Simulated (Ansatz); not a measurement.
Ga:

```
CELL_PARAMETERS angstrom
2.71648 0.00000 0.00000
0.00000 2.71648 0.00000
0.00000 0.00000 2.71648
ATOMIC_POSITIONS crystal
Ga 0.00000 0.00000 0.00000
```

The cell was built by a generator and needn't be a form met in nature.

| Quantity | Value |
| --- | --- |
| Program | Ansatz 0.2.0 |
| Task | relaxation of cell and atoms |
| Functional | PBEsol |
| Dispersion | D4 |
| Potentials or basis | Ansatz PAW |
| Cutoff | 420 eV (not typed: the program's choice for these potentials) |
| k mesh | 10 × 10 × 10 |
| Occupations | fermi-dirac, width 0.05 eV |
| Spin | no spin polarisation |

At the start: volume 20.05 Å³/atom.

Question: Where does the relaxation end?

Answer: It ends after 5 steps and the volume is 18.04 Å³/atom (-10.0 %); space group Pm-3m (No. 221, to 0.05 Å).

The path:
```csv
step,energy change (eV),largest force (eV/Å),volume (Å³)
1,0.0000,0.0000,20.05
2,-0.0366,0.0000,18.37
3,-0.0378,0.0000,17.90
4,-0.0380,0.0000,18.04
5,-0.0375,0.0000,18.04
```

Final structure:
```
Ga
1.0
     2.62290    0.00000    0.00000
     0.00000    2.62290    0.00000
     0.00000    0.00000    2.62290
Ga
1
Direct
  0.00000 0.00000 0.00000
```

Caveat: the plane-wave basis is chosen anew once the cell has moved, so the energies of steps on either side of that aren't comparable; pairwise dispersion overbinds metals, which lowers pressure and volume; the PAW data sets come from PBE, with cores solved anew for the run's functional, which leaves a small shift of forces and pressure.
